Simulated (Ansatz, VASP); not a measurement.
# GaP: VASP beside Ansatz

```
Ga P
1.0
     0.00000    2.72519    2.72519
     2.72519    0.00000    2.72519
     2.72519    2.72519    0.00000
Ga P
1 1
Direct
  0.00000 0.00000 0.00000
  0.25000 0.25000 0.25000
```

Alike in both runs: task single point; functional PBE; k mesh 6 × 6 × 6; no spin polarisation.

|  | VASP | Ansatz |
| --- | --- | --- |
| version | VASP 6.6.1 | Ansatz 0.2.0 |
| potentials or method | VASP PAW PBE potentials, release 64 (Ga_d, P) | plane waves, PAW |
| plane-wave cutoff (eV) | 520 | 420 |
| occupations | gaussian, width 0.01 eV | fixed |
| valence electrons in the cell | 18 | 18 |

|  | VASP | Ansatz | Ansatz less VASP |
| --- | --- | --- | --- |
| gap on the k mesh at the Fermi level (eV) | 1.65 | 1.65 | 0.000 |
| pressure (GPa) | 2.5 | 2.5 | +0.08 |

A k mesh can miss the band edges. A hybrid or GW would open this gap; PBE tends to underestimate it.
